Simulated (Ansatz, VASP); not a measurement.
**ZnS in VASP and in Ansatz**

File INCAR:

```
SYSTEM = ZnS
  PREC = Accurate
  ENCUT = 520
  EDIFF = 1E-6
  ISMEAR = 0
  SIGMA = 0.02
  LREAL = .FALSE.
  LASPH = .TRUE.
  NELM = 80
  ALGO = Normal
  ISIF = 2
  LWAVE = .FALSE.
  LCHARG = .TRUE.
  GGA = PS
  LELF = .TRUE.
  LVHAR = .TRUE.
  NBANDS = 26
```

KPOINTS

```
Automatic mesh
0
G
  6 6 4
  0 0 0
```

The input POSCAR:

```
ZnS
1.0
    3.7813979448      0.0000000028      0.0000000000
   -1.8906989749      3.2747866806      0.0000000000
    0.0000000000      0.0000000000      6.2074428173
Zn S
2 2
Direct
    0.3333333333      0.6666666667      0.5024422975
    0.6666666667      0.3333333333      0.0024422975
    0.6666666667      0.3333333333      0.3765677025
    0.3333333333      0.6666666667      0.8765677025
```

Input for Ansatz:

```yaml
crystal:
  lattice:
    - [3.7813979448, 2.8e-09, 0.0]
    - [-1.8906989749, 3.2747866806, 0.0]
    - [0.0, 0.0, 6.2074428173]
  atoms:
    - { symbol: Zn, position: [0.3333333333, 0.6666666667, 0.5024422975] }
    - { symbol: Zn, position: [0.6666666667, 0.3333333333, 0.0024422975] }
    - { symbol: S, position: [0.6666666667, 0.3333333333, 0.3765677025] }
    - { symbol: S, position: [0.3333333333, 0.6666666667, 0.8765677025] }
basis:
  ecutwfc: 420
kpoints:
  mp_grid: { grid: [6, 6, 4] }
  band_path:
    path:
      - [0.0, 0.0, 0.0]
      - [0.5, 0.0, 0.0]
      - [0.3333333333, 0.3333333333, 0.0]
      - [0.0, 0.0, 0.5]
      - [0.5, 0.0, 0.5]
      - [0.3333333333, 0.3333333333, 0.5]
    npoints: 1
hamiltonian:
  xc: pbesol
scf:
  occupations: { method: gaussian, width: 0.02 }
  n_extra_bands: 5
output:
  forces: true
  stress: true
  eigenvalues: true
```

Alike in both runs: task single point; functional PBEsol; k mesh 6 × 6 × 4; occupations gaussian, width 0.02 eV; no spin polarisation.

```csv
,VASP,Ansatz
version,VASP 6.6.1,Ansatz 0.2.0
potentials or method,"VASP PAW PBE potentials, release 64 (Zn, S)","scalar-relativistic, plane waves, PAW"
plane-wave cutoff (eV),520,420
valence electrons in the cell,36,36
```

```tsv
	VASP	Ansatz	Ansatz less VASP
gap on the k mesh at the Fermi level (eV)	2.16	2.16	-0.007
least direct gap on the mesh (eV)	2.16	2.16	-0.007
pressure (GPa)	0.2	0.0	-0.19
```

Caveats: the PAW data sets were made with another functional, which shifts forces and pressure a little (VASP).
